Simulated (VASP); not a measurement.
# KBr, self-consistent run: which settings are enough?

KBr, Fm-3m (no. 225), 2 atoms in the cell. PBEsol; PAW potentials Br, K_sv (PBE set). VASP 6.6.1.

Wanted: levels at the zone centre within 0.01 eV.

What the run is for: levels; Accuracy asked: standard.

Levels at the zone centre: counted from the valence top at that point.

POSCAR:
```
KBr
1.0
    0.0000000000      3.3000000000      3.3000000000
    3.3000000000      0.0000000000      3.3000000000
    3.3000000000      3.3000000000      0.0000000000
Br K
1 1
Direct
    0.5000000000      0.5000000000      0.5000000000
    0.0000000000      0.0000000000      0.0000000000
```

The series start from Plane-wave cutoff (eV): 340; k-point mesh: 6 × 6 × 6; Precision mode (PREC): Accurate; Electronic threshold (eV): 1e-6; Bands in all (NBANDS): 18; Aspherical gradient terms in the spheres (LASPH): yes; Electronic algorithm: ALGO=Normal; Placing of the Fermi level (EFERMI): EFERMI=MIDGAP; Delay and inner steps: defaults. Each series keeps the choices made before it, and each single choice may use up half of a tolerance.

## Plane-wave cutoff (eV)

| Plane-wave cutoff (eV) | Levels at the zone centre, largest deviation (eV) | SCF iterations | Time (s) |
|---|---|---|---|
| 210 | 0.008 | 13 | 7.7 |
| 260 | 0.001 | 12 | 12 |
| 300 | 0.000 | 13 | 10 |
| 340 | 0.001 | 13 | 11 |
| 390 | 0.000 | 13 | 12 |
| 460 | 0.000 | 13 | 19 |
| 550 | 0.000 | 13 | 19 |
| 690 (reference) | 0.000 | 13 | 31 |

Chosen: 260, the loosest value from which every tighter one stays within half of the tolerance.

## k-point mesh

| k-point mesh | Levels at the zone centre, largest deviation (eV) | SCF iterations | Time (s) |
|---|---|---|---|
| 2 × 2 × 2 | 0.031 | 13 | 5.7 |
| 3 × 3 × 3 | 0.002 | 12 | 6.0 |
| 4 × 4 × 4 | 0.000 | 12 | 7.9 |
| 5 × 5 × 5 | 0.000 | 12 | 9.3 |
| 6 × 6 × 6 | 0.000 | 12 | 12 |
| 7 × 7 × 7 | 0.000 | 12 | 11 |
| 9 × 9 × 9 | 0.000 | 12 | 20 |
| 11 × 11 × 11 (reference) | 0.000 | 12 | 30 |

Chosen: 3 × 3 × 3.

## Precision mode (PREC)

| Precision mode (PREC) | Levels at the zone centre, largest deviation (eV) | SCF iterations | Time (s) |
|---|---|---|---|
| Low | 0.000 | 12 | 3.9 |
| SingleN | 0.000 | 12 | 3.8 |
| Normal | 0.000 | 12 | 4.0 |
| Accurate (reference) | 0.000 | 12 | 6.0 |

Chosen: Low.

## Electronic threshold (eV)

| Electronic threshold (eV) | Levels at the zone centre, largest deviation (eV) | SCF iterations | Time (s) |
|---|---|---|---|
| 0.001 | 0.022 | 9 | 3.3 |
| 0.0001 | 0.001 | 11 | 3.6 |
| 1e-5 | 0.000 | 12 | 4.0 |
| 1e-6 | 0.000 | 12 | 3.9 |
| 1e-7 | 0.000 | 14 | 4.2 |
| 1e-8 (reference) | 0.000 | 17 | 5.0 |

Chosen: 0.0001.

## Bands in all (NBANDS)

| Bands in all (NBANDS) | Levels at the zone centre, largest deviation (eV) | SCF iterations | Time (s) |
|---|---|---|---|
| 9 | 0.000 | 11 | 3.3 |
| 10 | 0.000 | 11 | 2.9 |
| 12 | 0.002 | 11 | 2.8 |
| 14 | 0.001 | 11 | 3.5 |
| 18 | 0.000 | 11 | 3.6 |
| 28 (reference) | 0.000 | 11 | 3.4 |

Chosen: 9.

## Aspherical gradient terms in the spheres (LASPH)

| Aspherical gradient terms in the spheres (LASPH) | Levels at the zone centre, largest deviation (eV) | SCF iterations | Time (s) |
|---|---|---|---|
| yes | 0.000 | 11 | 3.3 |
| no | 0.000 | 11 | 1.8 |

Chosen: yes; no would be accurate enough too and is faster here.

## Electronic algorithm

| Electronic algorithm | Levels at the zone centre, largest deviation (eV) | SCF iterations | Time (s) |
|---|---|---|---|
| ALGO=Normal | 0.000 | 11 | 3.3 |
| ALGO=Fast | 0.005 | 13 | 3.6 |
| ALGO=VeryFast | 0.001 | 21 | 3.9 |
| ALGO=All ISEARCH=1 | 0.002 | 14 | 4.8 |
| ALGO=All ISEARCH=0 | 0.002 | 14 | 4.6 |
| ALGO=Damped TIME=0.4 | 0.192 | 20 | 4.5 |
| ALGO=Damped TIME=0.1 | 0.409 | 31 | 6.3 |

Chosen: ALGO=Normal; no other choice that stays within half of the tolerance saves 30 % of the time.

## Placing of the Fermi level (EFERMI)

| Placing of the Fermi level (EFERMI) | Levels at the zone centre, largest deviation (eV) | SCF iterations | Time (s) |
|---|---|---|---|
| EFERMI=MIDGAP | 0.000 | 11 | 3.3 |
| EFERMI=LEGACY | 0.000 | 11 | 3.0 |

Chosen: EFERMI=MIDGAP.

## Delay and inner steps

| Delay and inner steps | Levels at the zone centre, largest deviation (eV) | SCF iterations | Time (s) |
|---|---|---|---|
| defaults | 0.000 | 11 | 3.3 |
| NELMDL=-2 | 0.009 | 8 | 2.9 |
| NELMDL=-8 | 0.000 | 14 | 2.9 |
| NELMDL=-12 | 0.000 | 18 | 3.1 |
| NRMM=2 | 0.001 | 11 | 2.8 |
| NRMM=6 | 0.000 | 11 | 3.1 |
| WEIMIN=0.001 | 0.000 | 11 | 2.9 |

Chosen: defaults.

## All choices together

| Input | Levels at the zone centre, largest deviation (eV) | Time (s) |
|---|---|---|
| the program's defaults (naive) | 0.001 | 2.4 |
| chosen settings | 0.004 | 3.3 |
| reference settings throughout | 0.000 | 134 |

The tolerance is met.

Values of the reference run: Levels at the zone centre: 0, 0, 4.279 eV from the valence top at Gamma.

## The input

INCAR:
```
ALGO = Normal
EDIFF = 1E-4
EFERMI = MIDGAP
ENCUT = 260
GGA = PS
GGA_COMPAT = False
ISIF = 2
ISMEAR = 0
LASPH = True
LCHARG = False
LREAL = False
LWAVE = False
NBANDS = 9
NELM = 120
PREC = Low
SIGMA = 0.03
```

KPOINTS:
```
Automatic mesh
0
Gamma
  3 3 3
  0 0 0
```

Commands:
```
cat potpaw_PBE.64/Br/POTCAR potpaw_PBE.64/K_sv/POTCAR > POTCAR
mpirun -np 1 vasp_std > vasp.out
```

The naive input happens to agree within the tolerance here, in 2.4 s.

The chosen input took VASP 6.6.1 3.3 s on 1 core (AMD EPYC 9R45 (Zen 5)), a shared host.

## An input that fails: cutoff far too low

It runs to its end, but against the unchanged starting input it is off by 0.101 eV in the levels at the zone centre.

Changes against the starting input:
```
- NELM = 120
- ENCUT = 340
+ NELM = 81
+ ENCUT = 90
```
